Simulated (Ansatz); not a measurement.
Phases of Be at 270 GPa

Structure types of Be are relaxed in primitive cells with their symmetry kept at 270 GPa, first on PAW files, then by LAPW. The enthalpy is E + pV at zero temperature, without zero-point motion. Only the types listed were tried, and differences under about 5 meV/atom are mesh noise.

Level of theory: DFT with PBE, scalar-relativistic, in Ansatz 0.2.0; Fermi–Dirac smearing of 0.1 eV, no spin polarisation. LAPW: all electrons, basis error target 0.5 meV/atom; PAW: frozen-core files, cutoff 420 eV.

k meshes: fcc 26×26×26, bcc 27×27×27, hcp 25×25×13, diamond 19×19×19, beta tin 25×25×25, omega 13×13×18.

Question: Order the types by LAPW enthalpy, lowest first.
A. hcp
B. omega
C. fcc
D. diamond
E. beta tin
F. bcc

Answer: A (0 meV/atom), F (26 meV/atom), C (38 meV/atom), B (226 meV/atom), E (1367 meV/atom), D (5211 meV/atom).

```csv
start type,ends as,"a, b, c (Å)",V (Å³/atom),"H − H(lowest), LAPW (meV/atom)","same, PAW"
fcc,"fcc, Fm-3m","2.502, 2.502, 2.502",3.92,37.9,37.9
bcc,"bcc, Im-3m","1.984, 1.984, 1.984",3.91,25.8,25.8
hcp,"hcp, P6_3/mmc","1.779, 1.779, 2.870",3.94,0.0,0.0
diamond,"diamond, Fd-3m","3.429, 3.429, 3.429",5.04,5210.6,5204.8
beta tin,"beta tin, I4_1/amd","3.095, 3.095, 1.699",4.07,1367.2,1365.8
omega,"omega, P6/mmm","2.838, 2.838, 1.693",3.94,225.9,225.7
```

Question: Split the lead of hcp over bcc into energy and pV.

Answer: For bcc less hcp: ΔE = +76.3 meV/atom, and p·ΔV = 270 GPa × -0.0300 Å³ × 6.242 meV/(GPa·Å³) = -50.5 meV/atom, together 25.8 meV/atom. hcp wins by its internal energy, though it is the less dense.

Question: Would bcc gain on hcp at higher pressure?

Answer: Yes: dH/dp = V, and its volume is smaller by 0.03 Å³/atom. Held constant, that would close the gap after about 140 GPa more, a rough figure, since the volume difference changes with pressure.
